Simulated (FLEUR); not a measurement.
# Sn: band structure with LDA (Wigner correlation)

Sn:

```xyz
2
Lattice="0.0000 3.2333 3.2333 3.2333 0.0000 3.2333 3.2333 3.2333 0.0000" Properties=species:S:1:pos:R:3 pbc="T T T"
Sn    4.8500    4.8500    4.8500
Sn    3.2333    3.2333    3.2333
```

This isn't the form of Sn at room conditions, which is tetragonal (white tin).

```json
{
 "Program": "FLEUR MaX-R8.1 (patched build s14)",
 "Task": "band structure",
 "Functional": "LDA (Wigner correlation)",
 "Potentials or basis": "all-electron",
 "Basis": "FLAPW",
 "Kmax": "3.8 1/bohr",
 "k mesh": "7 × 7 × 7",
 "Occupations": "fermi-dirac, width 0.05 eV",
 "Spin": "no spin polarisation",
 "Gmax": "11.8 1/bohr",
 "Muffin-tin radii": "Sn 2.45 bohr",
 "lmax": "Sn 10",
 "Local orbitals a species": "Sn 5",
 "Max iterations": "60",
 "Mixing factor": "0.05",
 "Mixer": "Anderson",
 "Mixer history": "15",
 "Density convergence": "1e-05 me/bohr^3"
}
```

The band gap along the path is none (metal or under the smearing width) and the valence electrons inside the program's atomic spheres are Sn 19.85 (radii Sn 2.45 bohr).

Levels at the corners of the path, in eV from the Fermi level:
```
point  band 20  band 21  band 22  band 23  band 24  band 25
    Γ    -0.61     0.21     0.21     0.21     2.24     2.24
    X    -7.49    -2.40    -2.40     0.80     0.80     7.84
    W    -7.43    -3.02    -3.02     3.49     3.49     4.05
    K    -7.00    -3.36    -2.04     1.09     3.41     5.82
    Γ    -0.61     0.21     0.21     0.21     2.24     2.24
    L    -6.29    -1.02    -1.02     0.00     3.30     3.30
    U    -7.00    -3.36    -2.04     1.09     3.41     5.82
    W    -7.43    -3.02    -3.02     3.49     3.49     4.05
    L    -6.29    -1.02    -1.02     0.00     3.30     3.30
    K    -7.00    -3.36    -2.04     1.09     3.41     5.82
    U    -7.00    -3.36    -2.04     1.09     3.41     5.82
    X    -7.49    -2.40    -2.40     0.80     0.80     7.84
```

Core levels (eV from the Fermi level):
| atom | levels |
| --- | --- |
| 1 Sn | 1s1/2 -28955.3, 2s1/2 -4366.3, 2p1/2 -4080.3, 2p3/2 -3850.0, 3s1/2 -837.9, 3p1/2 -721.6, 3p3/2 -679.5, 3d3/2 -473.1, 3d5/2 -464.4 |
| 2 Sn | 1s1/2 -28955.3, 2s1/2 -4366.3, 2p1/2 -4080.3, 2p3/2 -3850.0, 3s1/2 -837.9, 3p1/2 -721.6, 3p3/2 -679.5, 3d3/2 -473.1, 3d5/2 -464.4 |

It took 24 s on 1 thread of Intel(R) Xeon(R) Platinum 8259CL CPU @ 2.50GHz (Skylake/Cascade Lake), with other jobs on the host, peak memory 0.04 GiB.

Caveat: spin-orbit coupling is left out, which moves the levels of the heavy elements.
